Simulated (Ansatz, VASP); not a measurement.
## Two plane-wave programs on Al

```
CELL_PARAMETERS angstrom
2.77444 0.00000 0.00000
-1.38722 2.40274 0.00000
0.00000 0.00000 4.80107
ATOMIC_POSITIONS crystal
Al 0.33333 0.66667 0.25000
Al 0.66667 0.33333 0.75000
```

Change from the starting cell: volume scaled by 0.96.

Alike in both runs: task single point; functional PBE; k mesh 11 × 11 × 6; occupations fermi-dirac, width 0.05 eV; no spin polarisation.

|  | VASP | Ansatz |
| --- | --- | --- |
| version | VASP 6.6.1 | Ansatz 0.2.0 |
| potentials or method | VASP PAW PBE potentials, release 64 (Al) | Ansatz PAW |
| plane-wave cutoff (eV) | 520 | 420 |
| valence electrons in the cell | 6 | 6 |

VASP gave:

```
gap on the k mesh at the Fermi level (eV)       : none
pressure (GPa)                                  : 3.5
largest component of the traceless stress (GPa) : 3.86
```

Q: Which values does Ansatz return?

A: gap on the k mesh at the Fermi level (eV): none; pressure (GPa): 3.6; largest component of the traceless stress (GPa): 3.86.

A gap of «none» marks a metal or a gap that the smearing closes.
